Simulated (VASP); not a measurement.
# As (Pm-3m) in VASP: a series of runs

One crystal, As, is run at these levels: BLYP, AM05, PW91, r2SCAN, SCAN; tasks: relaxation of cell and atoms.

Everything below comes from runs of VASP 6.6.1. Logs are shortened: lines on timing, memory, paths and dates and some standing lists are left out, and cuts for length are marked.

### Step 1. The structure

Symmetry: Pm-3m, No. 221, cubic system. The conventional cell has a = 2.704 Å, b = 2.704 Å, c = 2.704 Å, α = 90.00°, β = 90.00°, γ = 90.00°. As (site symmetry m-3m) has 6 As at 2.70 Å as nearest neighbours.

This isn't the form of As at room conditions, which is rhombohedral.

### Step 2. Relaxation of cell and atoms, BLYP

File INCAR:

```
SYSTEM = As
PREC = Accurate
ENCUT = 600
EDIFF = 1E-6
ISMEAR = -1
SIGMA = 0.05
LREAL = .False.
LASPH = .True.
NELM = 60
ALGO = Fast
ISIF = 3
LWAVE = .False.
LCHARG = .False.
GGA = B5
ALDAX = 1.0
AGGAX = 1.0
AGGAC = 1.0
ALDAC = 0.0
IBRION = 2
NSW = 40
EDIFFG = -0.01
```

File KPOINTS:

```
Automatic mesh
0
Gamma
  10 10 10
  0 0 0
```

File POSCAR:

```
As
1.0
    2.7036817444      0.0000000000      0.0000000000
    0.0000000000      2.7036817444      0.0000000000
    0.0000000000      0.0000000000      2.7036817444
As
1
Direct
    0.5000000000      0.5000000000      0.5000000000
```

Potentials or basis: VASP PAW PBE potentials, release 64 (As).

The run is started by

```sh
$ cat potpaw_PBE.64/As/POTCAR > POTCAR
$ mpirun -np 1 vasp_std > vasp.out
```

OUTCAR:

```text
SYSTEM = As
   PREC = Accurate
   ENCUT = 600
   EDIFF = 1E-6
   ISMEAR = -1
   LREAL = .False.
   LASPH = .True.
   NELM = 60
   ISIF = 3
   GGA = B5
   IBRION = 2
   NSW = 40
   EDIFFG = -0.01

 ion  position               nearest neighbor table
   1  0.500  0.500  0.500-

  LATTYP: Found a simple cubic cell.
 ALAT       =     2.7036817444

  Lattice vectors:

 A1 = (   2.7036817444,   0.0000000000,   0.0000000000)
 A2 = (   0.0000000000,   2.7036817444,   0.0000000000)
 A3 = (   0.0000000000,   0.0000000000,   2.7036817444)

Analysis of symmetry for initial positions (statically):
=====================================================================
 Subroutine PRICEL returns:
 Original cell was already a primitive cell.

 Routine SETGRP: Setting up the symmetry group for a
 simple cubic supercell.

 Subroutine GETGRP returns: Found 48 space group operations
 (whereof 48 operations were pure point group operations)
 out of a pool of 48 trial point group operations.

The static configuration has the point symmetry O_h .

Analysis of symmetry for dynamics (positions and initial velocities):
=====================================================================
 Subroutine PRICEL returns:
 Original cell was already a primitive cell.

 Routine SETGRP: Setting up the symmetry group for a
 simple cubic supercell.

 Subroutine GETGRP returns: Found 48 space group operations
 (whereof 48 operations were pure point group operations)
 out of a pool of 48 trial point group operations.

The dynamic configuration has the point symmetry O_h .

 Subroutine INISYM returns: Found 48 space group operations
 (whereof 48 operations are pure point group operations),
 and found     1 'primitive' translations

----------------------------------------------------------------------------------------

                                     Primitive cell

  volume of cell :      19.7636

  direct lattice vectors                    reciprocal lattice vectors
     2.703681744  0.000000000  0.000000000     0.369866018  0.000000000  0.000000000
     0.000000000  2.703681744  0.000000000     0.000000000  0.369866018  0.000000000
     0.000000000  0.000000000  2.703681744     0.000000000  0.000000000  0.369866018

  length of vectors
     2.703681744  2.703681744  2.703681744     0.369866018  0.369866018  0.369866018

  position of ions in fractional coordinates (direct lattice)
     0.500000000  0.500000000  0.500000000

  ion indices of the primitive-cell ions
[... 80 lines left out ...]
   ISIF   =      3    stress and relaxation
   ISYM   =      2    0-nonsym 1-usesym 2-fastsym
   POTIM  = 0.5000    time-step for ionic-motion
   TEBEG  =    0.0;   TEEND  =   0.0 temperature during run
   PSTRESS=    0.0 pullay stress
   NELECT =       5.0000    total number of electrons
   NUPDOWN=      -1.0000    fix difference up-down
   EMIN   =  10.00;   EMAX   =-10.00  energy-range for DOS
   EFERMI =   0.00;   METHOD = LEGACY
   ISMEAR =    -1;   SIGMA  =   0.05  broadening in eV -4-tet -1-fermi 0-gaus
   EFERMI_NEDOS =   21; number of points for ismear=-14 and -15
   IALGO  =     68    algorithm
   IMIX   =      4    mixing-type and parameters
     AMIX     =   0.40;   BMIX     =  1.00
     AMIX_MAG =   1.60;   BMIX_MAG =  1.00
  volume/ion in A,a.u.               =      19.76       133.37
  Fermi-wavevector in a.u.,A,eV,Ry     =   1.035403  1.956627 14.586243  1.072059
  Thomas-Fermi vector in A             =   2.169744
   LORBIT       =      0    0 simple, 1 ext, 2 COOP (PROOUT), +10 PAW based schemes
   GGA     = B5    functional components
   LHFCALC =     F    Hartree Fock is set to
   AEXX    =    0.0000 exact exchange contribution
   IVDW    =     0    specifies the selected vdW correction
   LEPSILON=     F    determine dielectric tensor
   LRPA    =     F    only Hartree local field effects (RPA)
 conjugate gradient relaxation of ions
 non-spin polarized calculation
 RMM-DIIS sequential band-by-band and
  energy-cutoff  :      600.00
  volume of cell :       19.76
 maximum number of plane-waves:       691
 NGX is ok and might be reduce to    24
   NGX = 11   NGY = 11   NGZ = 11

--------------------------------------- Ionic step        1  -------------------------------------------

 number of electron       5.0000001 magnetization

 Free energy of the ion-electron system (eV)
  ---------------------------------------------------
  ext. energy  EPLUGINS =         0.00000000
  ---------------------------------------------------
  free energy    TOTEN  =        -3.75266578 eV

  energy without entropy =       -3.75060529  energy(sigma->0) =       -3.75163553

------------------------ aborting loop because EDIFF is reached ----------------------------------------

  FORCE on cell =-STRESS in cart. coord.  units (eV):
  Direction    XX          YY          ZZ          XY          YZ          ZX
  --------------------------------------------------------------------------------------
  -------------------------------------------------------------------------------------
  Total        1.1215131      1.1215131      1.1215131     -0.0000000     -0.0000000     -0.0000000
  in kB       90.9176524     90.9176524     90.9176524     -0.0000000     -0.0000000     -0.0000000
  external PRESSURE =      90.9176524 kB  Pullay stress =       0.0000000 kB
[... 22 lines left out ...]
--------------------------------------- Ionic step        2  -------------------------------------------

 number of electron       5.0000000 magnetization

 E-fermi :   4.6411     XC(G=0):  -9.0746

 val. band max:        4.5627552866   @ k =   0.5000   0.3000   0.3000
 cond. band min:       4.6802432833   @ k =   0.2000   0.2000   0.0000
 fundamental gap:      0.1174879968
 Fermi energy:         4.6411290484

 k-point     1 :       0.0000    0.0000    0.0000
  band No.  band energies     occupation
      1      -8.9922      2.00000
      2       8.1786      0.00000
      3       8.1786      0.00000
      4       8.1786      0.00000
      5      13.2286      0.00000
      6      13.2286      0.00000
[... 241 lines left out ...]
--------------------------------------- Ionic step        3  -------------------------------------------

 number of electron       4.9999999 magnetization

 Free energy of the ion-electron system (eV)
  ---------------------------------------------------
  ext. energy  EPLUGINS =         0.00000000
  ---------------------------------------------------
  free energy    TOTEN  =        -3.81175930 eV

  energy without entropy =       -3.80978313  energy(sigma->0) =       -3.81077122

 E-fermi :   5.1275     XC(G=0):  -9.2727

 val. band max:        5.0409400607   @ k =   0.5000   0.3000   0.3000
 cond. band min:       5.1916249811   @ k =   0.2000   0.2000   0.0000
 fundamental gap:      0.1506849203
 Fermi energy:         5.1275294368

 k-point     1 :       0.0000    0.0000    0.0000
  band No.  band energies     occupation
      1      -8.8665      2.00000
      2       8.8516      0.00000
      3       8.8516      0.00000
      4       8.8516      0.00000
      5      13.7647      0.00000
      6      13.7647      0.00000
[... 235 lines left out ...]
  FREE ENERGIE OF THE ION-ELECTRON SYSTEM (eV)
  ---------------------------------------------------
  free  energy   TOTEN  =        -3.8117592967 eV

  energy  without entropy=       -3.8097831343  energy(sigma->0) =       -3.81077122

 reached required accuracy - stopping structural energy minimisation
```

It took 28 s on 1 thread of Intel Xeon Platinum 8259CL at 2.50GHz (Skylake/Cascade Lake), shared host; peak memory 0.14 GiB.

What came out:

| Item | Value |
| --- | --- |
| Free energy | -3.8118 eV |
| Relaxed volume | 22.06 Å³/atom |
| Relaxed cell | a = 2.804 Å, b = 2.804 Å, c = 2.804 Å, α = 90.00°, β = 90.00°, γ = 90.00° |
| Space group after relaxing (to 0.05 Å) | Pm-3m (No. 221) |
| Energy gained by relaxing | 59.1 meV/atom |
| Ionic steps | 3 |
| Pressure after relaxing | 0.0 GPa |
| Band gap on the k mesh | none (metal or under the smearing width) |

Step by step:
| step | energy change (eV) | largest force (eV/Å) | pressure (GPa) | volume (Å³) |
| --- | --- | --- | --- | --- |
| 1 | 0.0000 | 0.0000 | 9.09 | 19.76 |
| 2 | -0.0493 | 0.0000 | -2.79 | 23.15 |
| 3 | -0.0591 | 0.0000 | 0.03 | 22.06 |

Final structure:
```
As
1.0
     2.80440    0.00000    0.00000
     0.00000    2.80440    0.00000
     0.00000    0.00000    2.80440
As
1
Direct
  0.50000 0.50000 0.50000
```

Caveat: the PAW data sets were made with another functional, which shifts forces and pressure a little.

### Step 3. Relaxation of cell and atoms, AM05

Changes to INCAR since step 2:

```diff
@@ -13,7 +13,3 @@
 LCHARG = .False.
-GGA = B5
-ALDAX = 1.0
-AGGAX = 1.0
-AGGAC = 1.0
-ALDAC = 0.0
+GGA = AM
 IBRION = 2
```

KPOINTS is that of step 2.

POSCAR is that of step 2.

Potentials or basis: VASP PAW PBE potentials, release 64 (As).

The run is started by

```sh
$ cat potpaw_PBE.64/As/POTCAR > POTCAR
$ mpirun -np 1 vasp_std > vasp.out
```

Wall time 15 s (1 thread of Intel Xeon Platinum 8259CL at 2.50GHz (Skylake/Cascade Lake), shared host); peak memory 0.14 GiB.

The run converged. Its results:

```
Free energy                            : -4.7782 eV
Relaxed volume                         : 19.38 Å³/atom
Relaxed cell                           : a = 2.686 Å, b = 2.686 Å, c = 2.686 Å, α = 90.00°, β = 90.00°, γ = 90.00°
Space group after relaxing (to 0.05 Å) : Pm-3m (No. 221)
Energy gained by relaxing              : 2.1 meV/atom
Ionic steps                            : 3
Pressure after relaxing                : 0.0 GPa
Band gap on the k mesh                 : none (metal or under the smearing width)
```

Step by step:
```tsv
step	energy change (eV)	largest force (eV/Å)	pressure (GPa)	volume (Å³)
1	0.0000	0.0000	-1.73	19.76
2	-0.0014	0.0000	1.04	19.16
3	-0.0021	0.0000	0.00	19.38
```

Final structure:
```
As
1.0
     2.68584    0.00000    0.00000
     0.00000    2.68584    0.00000
     0.00000    0.00000    2.68584
As
1
Direct
  0.50000 0.50000 0.50000
```

Levels at points of the mesh, in eV from the Fermi level:
```csv
k point,band 1,band 2,band 3,band 4,band 5,band 6
"(0.00, 0.00, 0.00)",-15.12,4.27,4.27,4.27,8.54,8.54
"(0.50, 0.00, 0.00)",-11.88,-7.09,6.65,6.65,11.30,14.19
"(0.50, 0.50, 0.00)",-8.48,-4.33,-4.33,2.37,8.90,16.76
"(0.50, 0.50, 0.50)",-4.71,-1.81,-1.81,-1.81,5.89,5.89
```

Caveat: the PAW data sets were made with another functional, which shifts forces and pressure a little.

(Part 1 of 2 ends here.)
